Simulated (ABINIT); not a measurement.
Write the native input for ABINIT 10.8.3 (patched build) that does the following.

| Property | Result |
| --- | --- |
| Task | equation of state |
| Functional | RPBE |
| Potentials or basis | JTH PAW PBE v2.0 |
| Cutoff | 544 eV |
| k mesh | 11 × 11 × 11 |
| Occupations | fermi-dirac, width 0.05 eV |
| Spin | no spin polarisation |
| Fine-grid cutoff | 1088.46 eV |
| Exchange and correlation inside the PAW spheres | full angular mesh (pawxcdev 0, this build's default; the released program takes 1) |

The system is Al.

```
Al
1.0
     0.00000    2.02481    2.02481
     2.02481    0.00000    2.02481
     2.02481    2.02481    0.00000
Al
1
Direct
  0.00000 0.00000 0.00000
```

One way to write it, as run:

run.abi

```
# Datasets: one volume each
ndtset 7
getwfk -1
scalecart1 3*0.9795861087
scalecart2 3*0.9864848297
scalecart3 3*0.9932883884
scalecart4 3*1.0000000000
scalecart5 3*1.0066227096
scalecart6 3*1.0131594038
scalecart7 3*1.0196128224

# Pseudopotentials
pp_dirpath "./"
pseudos "Al.GGA_PBE-JTH.xml"

# Structure
acell 2.8635066922 2.8635066922 2.8635066922 Angstrom
rprim
     0.0000000000     0.7071067812     0.7071067812
     0.7071067812     0.0000000000     0.7071067812
     0.7071067812     0.7071067812     0.0000000000
ntypat 1
znucl 13
natom 1
typat 1
xred
     0.0000000000     0.0000000000     0.0000000000

# Plane-wave basis
ecut 20.0
pawecutdg 40.0

# k points
kptopt 1
ngkpt 11 11 11
nshiftk 1
shiftk 0.0 0.0 0.0

# Exchange and correlation
ixc 15

# Bands and occupations
nband 6
occopt 3
tsmear 0.05 eV

# SCF cycle
nstep 100
tolvrs 1.0e-9

# Output
iomode 3
prtwf 1
prtden 0
prteig 0
prtebands 0
```

Potentials or basis: JTH PAW PBE v2.0.

Run with:

```console
$ abinit run.abi > log 2>&1
```

Results of the run:

- Equilibrium volume: 16.72 Å³/atom
- Bulk modulus: 78 GPa
- Pressure derivative of the bulk modulus: 4.4

Caveat: pressures at fixed basis lie under the slope of the energies; the PAW data sets were made with another functional, which shifts forces and pressure a little.

It took 18 s on 1 thread of Arm Neoverse V2 (shared host), peak memory 0.11 GiB.
